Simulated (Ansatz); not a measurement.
# The blue phosphorene bilayer (AB) under a gate, part 2 of 3

Aim: charge, voltage and capacitance of the blue phosphorene bilayer (AB) in a field-effect set-up.

Ansatz 0.2.0; plane-wave DFT, PBE-D3(BJ), Ansatz PAW.

So far. Step 2 (Relaxation): The lattice constant a goes from 3.280 to 3.257 Å.

**3. Gated layer, added electrons 0, start network**

The slab is cut off from its images along the normal. A charged sheet stands for each gate, the layer takes the opposite charge, and a barrier ahead of the sheet keeps electrons from leaking to it. The uncharged case sets the zero; a dense mesh is needed because few carriers fill a small part of the zone.

The cell differs from the one that the last finished run ended in (c 42.380 → 41.525 Å).

Contents of input.yaml:

```yaml
crystal:
  lattice:
    - [3.257455887, 0.0, 0.0]
    - [-1.6287279435, 2.8210395498, 0.0]
    - [0.0, 0.0, 41.5249602803]
  atoms:
    - { symbol: P, position: [0.6666666667, 0.3333333333, 0.4298619404] }
    - { symbol: P, position: [0.3333333333, 0.6666666667, 0.4597904339] }
    - { symbol: P, position: [0.0, 0.0, 0.5402095661] }
    - { symbol: P, position: [0.6666666667, 0.3333333333, 0.5701380596] }
  periodic: [true, true, false]
  symmetry: { detect: true }
kpoints:
  mp_grid: { grid: [90, 90, 1] }
  band_path:
    path: [[0, 0, 0], [0.5, 0, 0], [0.33333333, 0.33333333, 0], [0, 0, 0]]
    npoints: 16
hamiltonian:
  xc: pbe
  dispersion: d3bj
scf:
  occupations: { method: fermi_dirac, width: 0.02585 }
  convergence: { dr2_threshold: 1.0e-10 }
output:
  forces: true
  eigenvalues: true
  dos: { projected: true, e_range: [-3, 3], de: 0.01 }
  write_potential: true
  write_density: true
  volumetric_format: npy
  elf: true
external_charges:
  - { charge: 0, barrier: 10, axis: 3, height: 27.175, sigma: 0.25 }
```

On the command line:

```sh
> ansatz run input.yaml --threads 4 --pin off --max-ram 16384MiB --backend cpu --events-out ev --progress --plain --runs-dir out
```

Numbers of over 12 decimals in the logs are rounded to 6 here.

Log:

```text
[...]
Crystal: 4 atoms, lattice volume = 381.590 Å³
Basis set: ecut = 420 eV, 7603 PW (Γ), exchange–correlation on 48×48×576 points (8 copies of the dense FFT grid, shifted against one another)
Bands: 14, of which v1, the nominal top of the filled ones, is band 10 counted from 1 (9 counted from 0)
Symmetry: 6 space group operations
k-points: 721 of 8100 (time reversal used)
[...]
SCF iter   1: F=—  HF=-3023.642831 eV  |F-HF|=—  |Δ(HF+E_count)|=         —  Δρ=1.11e-3  dr2=2.28e-2  ethr=1.77e-3  ⟨swp⟩=15.6  Hψ=128930  notcnv=0
[...]
SCF iter  12: F=-3023.640878 eV  HF=-3023.640878 eV  |F-HF|=1.04e-10  |Δ(HF+E_count)|=  1.45e-10  Δρ=6.08e-8  dr2=8.89e-11  ethr=1.00e-12  ⟨swp⟩=10.5  Hψ=100946  notcnv=0
SCF 1 converged in 12 iterations: F = -3023.640878 eV  dr2 = 8.89e-11
[...]
NSCF: frozen V_eff on 49 k-points
WARN: The output density's exchange-correlation potential varies sharply where the density is thin. Do not read a vacuum level from v_tot or v_xc, or from such a field of the output density. On a cell that repeats whose density bears no net charge and no dipole along the vacuum's axis use v_es (v_loc + v_h of the components); under efield.dipole_correction with no amplitude use v_es + v_field, which holds any externa [...]
SCF converged after 12 iterations
Free energy (F): -3023.640878 eV
[...]
Internal energy: -3023.640878 eV  (E = F + TS)
E sigma→0 (E₀):  -3023.640878 eV
Fermi energy:    -4.991189 eV
[...]
--- Forces (eV/Å), atoms and charges each counted from 1 ---
  atom   1  P      0.00000000     0.00000000    -0.00335456
  atom   2  P      0.00000000    -0.00000000     0.00452434
  atom   3  P      0.00000000     0.00000000    -0.00670086
  atom   4  P      0.00000000    -0.00000000    -0.00318714
  external charge   1     0.00000000     0.00000000     0.00871894
  max |Σ_I F_I| component, the external charges' with the atoms': 7.18e-7 eV/Å
--- Band table (eV; the first three rows and the last of 721) ---
  k-point 0: bands = [... 6 lower, -6.2289, -6.2249, -6.2249, -5.7533, -2.2410, -2.2410, -2.2315, -2.1506]
  k-point 1: bands = [... 6 lower, -6.2442, -6.2345, -6.2293, -5.7519, -2.2462, -2.2346, -2.2128, -2.1526]
  k-point 2: bands = [... 6 lower, -6.3015, -6.2509, -6.2430, -5.7480, -2.2640, -2.2157, -2.1714, -2.1543]
  k-point 720: bands = [... 6 lower, -8.0095, -7.9801, -7.9787, -7.8180, -4.0336, -4.0313, -1.3194, -0.6358]
```

It took 2.8 min on 4 threads of Arm Neoverse V1, shared host; peak memory 3.6 GiB; 11 min of CPU time.

Numbers from this step:

- gap on the k-mesh: 1.154 eV
- gap along the path: 1.159 eV
- smallest direct gap along the path: 1.707 eV
- gap, the smaller of path and mesh: 1.154 eV
- potential beyond the upper barrier and gate, less the barrier, from the Fermi level: 4.966 eV

Running mean over a fixed 2.7 Å (it still follows the layers) of the planar mean; beyond a gate it holds the 10 eV model barrier. The electron's electrostatic potential energy less the Fermi level by z:

| z (Å) | electron's electrostatic potential energy less the Fermi level (eV) |
| --- | --- |
| 4 | 5.02 |
| 6 | 5.02 |
| 8 | 5.02 |
| 10 | 5.02 |
| 12 | 5.02 |
| 14 | 5.01 |
| 16 | 3.47 |
| 18 | -8.33 |
| 20 | -2.43 |
| 22 | -4.90 |
| 24 | -5.48 |
| 26 | 5.40 |
| 28 | 13.0 |
| 30 | 15.0 |
| 32 | 15.0 |
| 34 | 15.0 |
| 36 | 15.0 |
| 38 | 15.0 |

The density of states has structure finer than the step of the table below, so its rows give means over 0.2 eV, whole bins alone (the curve runs from -3 to 2.53 eV). Peaks (eV: height): -2.22: 4.40, -2.14: 4.16, -1.68: 6.46, -0.62: 7.23, 1.48: 4.15, 1.75: 3.57, 2.29: 3.57.

Table of density of states by energy, zero at the Fermi level of the run, which the smearing sets inside the gap; means over each step:

energy (eV), density of states (states/eV a cell) and a bar:
```
     -2.8       2.06 #################
     -2.6       2.22 ###################
     -2.4       1.95 ################
     -2.2       3.34 ############################
     -2.0       3.12 ##########################
     -1.8       3.56 ##############################
     -1.6       3.20 ###########################
     -1.4       1.21 ##########
     -1.2       0.87 #######
     -1.0       0.77 #######
     -0.8       1.29 ###########
     -0.6       2.20 ###################
     -0.4       0.00 
     -0.2       0.00 
      0.0       0.00 
      0.2       0.00 
      0.4       0.00 
      0.6       0.52 ####
      0.8       0.81 #######
      1.0       1.98 #################
      1.2       2.30 ###################
      1.4       2.82 ########################
      1.6       2.24 ###################
      1.8       2.54 #####################
      2.0       2.47 #####################
      2.2       2.71 #######################
      2.4       2.68 #######################
```

Projected DOS per atom over height of the atomic layer and energy from the Fermi level. Layers: P P P P from below.

Ten even steps from '0' (0.00 states/eV) to '9' (0.85 states/eV), each cell a mean:
```
6666
6666
6666
5555
7777
5555
3333
1111
0000
0000
0000
0000
5555
2222
2222
3333
9889
9999
9999
6666
7667
4444
```
Columns: height of the atomic layer (Å) from 17.9 to 23.7 (not evenly spaced); rows upwards: energy from the Fermi level (eV) from -2.98 to 2.52.

The electronic bands at the labelled points (eV, zero at the Fermi level of the run, which the smearing sets inside the gap):

```
  point  band 7  band 8  band 9  band 10  band 11  band 12  band 13  band 14
      Γ   -1.24   -1.23   -1.23    -0.76     2.75     2.75     2.76     2.84
halfway   -2.63   -2.58   -1.73    -0.72     1.09     1.23     3.63     4.09
      M   -3.46   -3.41   -2.89    -2.24     0.75     0.95     1.75     2.91
halfway   -3.78   -3.75   -2.74    -2.24     1.38     2.18     2.98     3.14
      K   -3.02   -2.99   -2.99    -2.83     0.96     0.96     3.67     4.36
halfway   -3.94   -3.90   -1.62    -0.75     2.16     2.67     3.06     3.18
      Γ   -1.24   -1.23   -1.23    -0.76     2.75     2.75     2.76     2.84
```

Valence density in the ca plane at fractional y = 0.333, with atoms of P within 0.2 Å of it. It is the smooth field of the valence electrons, not physical close to the nuclei.

Ten even steps from '0' (0.00 e/Å³) to '9' (0.74 e/Å³), each cell a mean:
```
00000000000136787532100001246887521000000000
00000000000278568521000000136856951000000000
00000000001388237521000000136623962000000000
00000000000268678521000000136867841000000000
00000000000135777532100001246776420000000000
00000000000012345543210012455542100000000000
00000000000001234554210013455421100000000000
00000000000012345543200012455543210000000000
```
Columns run along c (16.0 Å, from fractional 0.31 to 0.69 of the cell), rows up along a (3.3 Å). Atoms in or near the plane, at fractional coordinates: P at (0.43, 0.67), P at (0.57, 0.67).

Electrostatic potential energy in the ca plane at fractional y = 0.333, with atoms of P within 0.2 Å of it. With pseudopotentials it is smooth inside the atoms' cores, unlike the true potential.

Values in eV, 5 rows by 16 columns, each cell a mean:
```
  0   0   0   0 -11 -35  -8  -2  -1  -4 -18 -31  -3   0   3  10
  0   0   0   0 -23 -59 -13  -2  -1  -3 -34 -54  -5   0   3  10
  0   0   0   0 -11 -36  -9  -2  -1  -4 -19 -32  -3   0   3  10
  0   0   0   0  -3  -7 -11  -4  -1  -8  -9  -5  -1   0   3  10
  0   0   0   0  -2  -6 -11  -4  -1  -8 -10  -5  -1   0   3  10
```
Columns run along c (16.0 Å, from fractional 0.31 to 0.69 of the cell; values clipped at the 3rd and 97th percentile), rows up along a (3.3 Å). Atoms in or near the plane, at fractional coordinates: P at (0.43, 0.67), P at (0.57, 0.67).

ELF in the ca plane at fractional y = 0.333, with atoms of P within 0.2 Å of it. It is the smooth field of the valence electrons, not physical close to the nuclei.

Ten even steps from '0' (0.00) to '9' (0.97), each cell a mean:
```
00000000247888777654210023457777888631000000
00000001479997226531000001246523999863100000
00000002589996003421000000135201999974100000
00000001479998336531100001246534999863100000
00000000136788777654310023457777887531000000
00000000001234456666630146666654432100000000
00000000000001235667740157765431100000000000
00000000001344566666630146666655432100000000
```
Columns run along c (16.0 Å, from fractional 0.31 to 0.69 of the cell), rows up along a (3.3 Å). Atoms in or near the plane, at fractional coordinates: P at (0.43, 0.67), P at (0.57, 0.67).

The gap, the smaller of path and mesh, is 1.154 eV.

**4. Gated layer, added electrons 1×10¹³ per cm², start atoms**

input.yaml, the sections that differ from step 3:

```yaml
total_charge: -0.009189
kpoints:
  mp_grid: { grid: [90, 90, 1] }
output:
  forces: true
  eigenvalues: true
  write_potential: true
  write_density: true
  volumetric_format: npy
external_charges:
  - { charge: 0, barrier: 10, axis: 3, height: 27.175, sigma: 0.25 }
  - { charge: 0.009189, axis: 3, height: 28.675, sigma: 0.5 }
# crystal, hamiltonian, scf: as in step 3
```

Log:

```text
[...]
Crystal: 4 atoms, lattice volume = 381.590 Å³
Basis set: ecut = 420 eV, 7603 PW (Γ), exchange–correlation on 48×48×576 points (8 copies of the dense FFT grid, shifted against one another)
Bands: 15, of which v1, the nominal top of the filled ones, is band 10 counted from 1 (9 counted from 0)
Symmetry: 6 space group operations
k-points: 721 of 8100 (time reversal used)
[...]
SCF iter   1: F=—  HF=-3023.874128 eV  |F-HF|=—  |Δ(HF+E_count)|=         —  Δρ=1.74e-2  dr2=8.62e-1  ethr=3.10e-3  ⟨swp⟩=16.2  Hψ=138419  notcnv=0
[...]
SCF iter  12: F=-3023.678776 eV  HF=-3023.678776 eV  |F-HF|=6.50e-11  |Δ(HF+E_count)|=  2.62e-10  Δρ=2.64e-8  dr2=2.14e-11  ethr=1.00e-12  ⟨swp⟩=18.0  Hψ=97946  notcnv=0
SCF 1 converged in 12 iterations: F = -3023.678776 eV  dr2 = 2.14e-11
[...]
SCF converged after 12 iterations
Free energy (F): -3023.678776 eV
[...]
Internal energy: -3023.678151 eV  (E = F + TS)
E sigma→0 (E₀):  -3023.678464 eV
Entropy (-TS):   -0.000626 eV (-0.156 meV/atom)
Fermi energy:    -4.113370 eV
[...]
--- Forces (eV/Å), atoms and charges each counted from 1 ---
  atom   1  P      0.00000000     0.00000000     0.00483430
  atom   2  P      0.00000000    -0.00000000    -0.00207562
  atom   3  P      0.00000000     0.00000000     0.00472306
  atom   4  P      0.00000000    -0.00000000    -0.01636407
  external charge   1     0.00000000     0.00000000     0.00971278
  external charge   2     0.00000000     0.00000000    -0.00083084
  max |Σ_I F_I| component, the external charges' with the atoms': 3.88e-7 eV/Å
--- Band table (eV; the first three rows and the last of 721) ---
  k-point 0: bands = [... 6 lower, -5.9138, -5.8531, -5.8531, -5.4239, -1.9074, -1.9074, -1.8983, -1.7976, ... 1 higher]
  k-point 1: bands = [... 6 lower, -5.9189, -5.8730, -5.8581, -5.4224, -1.9127, -1.9010, -1.8797, -1.8008, ... 1 higher]
  k-point 2: bands = [... 6 lower, -5.9340, -5.9314, -5.8730, -5.4184, -1.9304, -1.8821, -1.8256, -1.8154, ... 1 higher]
  k-point 720: bands = [... 6 lower, -7.6814, -7.6664, -7.6118, -7.4763, -3.7271, -3.6642, -0.9845, -0.3385, ... 1 higher]
```

Wall time 2.9 min (4 threads); peak memory 3.6 GiB.

Numbers from this step:

* energy at zero smearing: -3023.6785 eV
* potential beyond the upper barrier and gate, less the barrier, from the Fermi level: 3.716 eV

Against the uncharged case this takes +1.25 V.

**5. Gated layer, added electrons 3×10¹³ per cm², start atoms**

input.yaml, as its differences from that of step 4:

```diff
@@ -12,3 +12,3 @@
   symmetry: { detect: true }
-total_charge: -0.009189
+total_charge: -0.027568
 kpoints:
@@ -29,2 +29,2 @@
   - { charge: 0, barrier: 10, axis: 3, height: 27.175, sigma: 0.25 }
-  - { charge: 0.009189, axis: 3, height: 28.675, sigma: 0.5 }
+  - { charge: 0.027568, axis: 3, height: 28.675, sigma: 0.5 }
```

Log:

```text
[...]
Crystal: 4 atoms, lattice volume = 381.590 Å³
Basis set: ecut = 420 eV, 7603 PW (Γ), exchange–correlation on 48×48×576 points (8 copies of the dense FFT grid, shifted against one another)
Bands: 15, of which v1, the nominal top of the filled ones, is band 10 counted from 1 (9 counted from 0)
Symmetry: 6 space group operations
k-points: 721 of 8100 (time reversal used)
[...]
--- Band table (eV; the first three rows and the last of 721) ---
  k-point 0: bands = [... 6 lower, -5.2733, -5.1322, -5.1322, -4.7688, -1.2579, -1.2579, -1.2503, -1.0864, ... 1 higher]
  k-point 1: bands = [... 6 lower, -5.2784, -5.1521, -5.1372, -4.7673, -1.2633, -1.2516, -1.2316, -1.0919, ... 1 higher]
  k-point 2: bands = [... 6 lower, -5.2935, -5.2106, -5.1521, -4.7632, -1.2811, -1.2326, -1.1750, -1.1092, ... 1 higher]
  k-point 720: bands = [... 6 lower, -7.0468, -7.0298, -6.8994, -6.7832, -3.1048, -2.9519, -0.3234, 0.2636, ... 1 higher]
[key lines of the parts left out:]
SCF converged after 13 iterations
Free energy (F): -3023.735753 eV
Fermi energy:    -3.406712 eV
```

It took 3 min on 4 threads; peak memory 3.6 GiB.

Against the uncharged case this takes +2.67 V.

**6. Gated layer, added electrons 6×10¹³ per cm², start atoms**

input.yaml, as its differences from that of step 5:

```diff
@@ -12,3 +12,3 @@
   symmetry: { detect: true }
-total_charge: -0.027568
+total_charge: -0.055136
 kpoints:
@@ -29,2 +29,2 @@
   - { charge: 0, barrier: 10, axis: 3, height: 27.175, sigma: 0.25 }
-  - { charge: 0.027568, axis: 3, height: 28.675, sigma: 0.5 }
+  - { charge: 0.055136, axis: 3, height: 28.675, sigma: 0.5 }
```

Log:

```text
[...]
Crystal: 4 atoms, lattice volume = 381.590 Å³
Basis set: ecut = 420 eV, 7603 PW (Γ), exchange–correlation on 48×48×576 points (8 copies of the dense FFT grid, shifted against one another)
Bands: 15, of which v1, the nominal top of the filled ones, is band 10 counted from 1 (9 counted from 0)
Symmetry: 6 space group operations
k-points: 721 of 8100 (time reversal used)
[...]
--- Band table (eV; the first three rows and the last of 721) ---
  k-point 0: bands = [... 6 lower, -4.3066, -4.0927, -4.0927, -3.8022, -0.2908, -0.2908, -0.2859, -0.0516, ... 1 higher]
  k-point 1: bands = [... 6 lower, -4.3117, -4.1127, -4.0977, -3.8006, -0.2965, -0.2845, -0.2670, -0.0575, ... 1 higher]
  k-point 2: bands = [... 6 lower, -4.3267, -4.1713, -4.1127, -3.7962, -0.3145, -0.2655, -0.2106, -0.0750, ... 1 higher]
  k-point 720: bands = [... 6 lower, -6.1134, -6.0736, -5.8681, -5.7599, -2.1691, -1.9211, 0.6475, 1.1657, ... 1 higher]
[key lines of the parts left out:]
SCF converged after 12 iterations
Free energy (F): -3023.776755 eV
Fermi energy:    -2.389380 eV
```

Run time: 2.8 min. Hardware: 4 threads; peak memory 3.6 GiB; 11 min of CPU time.

Against the uncharged case this takes +4.73 V.

**7. Gated layer, added electrons 10×10¹³ per cm², start atoms**

input.yaml, as its differences from that of step 6:

```diff
@@ -12,3 +12,3 @@
   symmetry: { detect: true }
-total_charge: -0.055136
+total_charge: -0.091894
 kpoints:
@@ -29,2 +29,2 @@
   - { charge: 0, barrier: 10, axis: 3, height: 27.175, sigma: 0.25 }
-  - { charge: 0.055136, axis: 3, height: 28.675, sigma: 0.5 }
+  - { charge: 0.091894, axis: 3, height: 28.675, sigma: 0.5 }
```

Log:

```text
[...]
Crystal: 4 atoms, lattice volume = 381.590 Å³
Basis set: ecut = 420 eV, 7603 PW (Γ), exchange–correlation on 48×48×576 points (8 copies of the dense FFT grid, shifted against one another)
Bands: 15, of which v1, the nominal top of the filled ones, is band 10 counted from 1 (9 counted from 0)
Symmetry: 6 space group operations
k-points: 721 of 8100 (time reversal used)
[...]
--- Band table (eV; the first three rows and the last of 721) ---
  k-point 0: bands = [... 6 lower, -3.0393, -2.7699, -2.7699, -2.5553, 0.9602, 0.9732, 0.9732, 1.2678, ... 1 higher]
  k-point 1: bands = [... 6 lower, -3.0443, -2.7900, -2.7750, -2.5535, 0.9636, 0.9795, 0.9823, 1.2626, ... 1 higher]
  k-point 2: bands = [... 6 lower, -3.0593, -2.8486, -2.7899, -2.5487, 0.9463, 0.9984, 1.0360, 1.2451, ... 1 higher]
  k-point 720: bands = [... 6 lower, -4.8988, -4.8234, -4.5522, -4.4465, -0.9450, -0.6063, 1.8971, 2.3403, ... 1 higher]
[key lines of the parts left out:]
SCF converged after 12 iterations
Free energy (F): -3023.751784 eV
Fermi energy:    -1.082492 eV
```

The job ended after 2.8 min (4 threads; peak memory 3.7 GiB).

Against the uncharged case this takes +7.36 V.

**8. Gated layer, added electrons -1×10¹³ per cm², start atoms**

input.yaml, as its differences from that of step 7:

```diff
@@ -12,3 +12,3 @@
   symmetry: { detect: true }
-total_charge: -0.091894
+total_charge: 0.009189
 kpoints:
@@ -29,2 +29,2 @@
   - { charge: 0, barrier: 10, axis: 3, height: 27.175, sigma: 0.25 }
-  - { charge: 0.091894, axis: 3, height: 28.675, sigma: 0.5 }
+  - { charge: -0.009189, axis: 3, height: 28.675, sigma: 0.5 }
```

Log:

```text
[...]
Crystal: 4 atoms, lattice volume = 381.590 Å³
Basis set: ecut = 420 eV, 7603 PW (Γ), exchange–correlation on 48×48×576 points (8 copies of the dense FFT grid, shifted against one another)
Bands: 14, of which v1, the nominal top of the filled ones, is band 10 counted from 1 (9 counted from 0)
Symmetry: 6 space group operations
k-points: 721 of 8100 (time reversal used)
[...]
--- Band table (eV; the first three rows and the last of 721) ---
  k-point 0: bands = [... 6 lower, -6.5961, -6.5319, -6.5319, -6.0789, -2.5875, -2.5875, -2.5796, -2.4752]
  k-point 1: bands = [... 6 lower, -6.6012, -6.5518, -6.5369, -6.0776, -2.5928, -2.5811, -2.5609, -2.4790]
  k-point 2: bands = [... 6 lower, -6.6163, -6.6101, -6.5517, -6.0737, -2.6105, -2.5621, -2.5064, -2.4939]
  k-point 720: bands = [... 6 lower, -8.3483, -8.3448, -8.2886, -8.1425, -4.3969, -4.3339, -1.6529, -0.9984]
[key lines of the parts left out:]
SCF converged after 12 iterations
Free energy (F): -3023.587578 eV
Fermi energy:    -5.854113 eV
```

It took 2.7 min on 4 threads; peak memory 3.6 GiB; 11 min of CPU time.

Against the uncharged case this takes -1.24 V.

**9. Gated layer, added electrons -3×10¹³ per cm², start atoms**

input.yaml, as its differences from that of step 8:

```diff
@@ -12,3 +12,3 @@
   symmetry: { detect: true }
-total_charge: 0.009189
+total_charge: 0.027568
 kpoints:
@@ -29,2 +29,2 @@
   - { charge: 0, barrier: 10, axis: 3, height: 27.175, sigma: 0.25 }
-  - { charge: -0.009189, axis: 3, height: 28.675, sigma: 0.5 }
+  - { charge: -0.027568, axis: 3, height: 28.675, sigma: 0.5 }
```

Log:

```text
[...]
Crystal: 4 atoms, lattice volume = 381.590 Å³
Basis set: ecut = 420 eV, 7603 PW (Γ), exchange–correlation on 48×48×576 points (8 copies of the dense FFT grid, shifted against one another)
Bands: 14, of which v1, the nominal top of the filled ones, is band 10 counted from 1 (9 counted from 0)
Symmetry: 6 space group operations
k-points: 721 of 8100 (time reversal used)
[...]
--- Band table (eV; the first three rows and the last of 721) ---
  k-point 0: bands = [... 6 lower, -7.3316, -7.1555, -7.1555, -6.7319, -3.3091, -3.3091, -3.3038, -3.1081]
  k-point 1: bands = [... 6 lower, -7.3367, -7.1754, -7.1605, -6.7306, -3.3146, -3.3027, -3.2849, -3.1139]
  k-point 2: bands = [... 6 lower, -7.3517, -7.2336, -7.1755, -6.7269, -3.3323, -3.2836, -3.2282, -3.1311]
  k-point 720: bands = [... 6 lower, -9.0742, -9.0564, -8.9191, -8.7716, -5.1253, -4.9481, -2.3288, -1.7231]
[key lines of the parts left out:]
SCF converged after 12 iterations
Free energy (F): -3023.462195 eV
Fermi energy:    -6.542074 eV
```

Elapsed: 2.8 min, on 4 threads; peak memory 3.6 GiB.

Against the uncharged case this takes -2.67 V.

(Continued in part 3 of 3.)

[Logs are printed without paths, hosts, clocks, repeated set-up lines and the standing remarks that a program may print on its own settings, such as how far it seeks lower states.]

[Hosts, paths, dates, database ids (printed as entryN), source tags and the programs' standing remarks are cut or masked in the printed files.]

[Maps of the electrostatic potential energy from Ansatz leave out the sawtooth potential of an applied field or a dipole correction, so their vacuum need not be flat; planar profiles and work functions include it.]
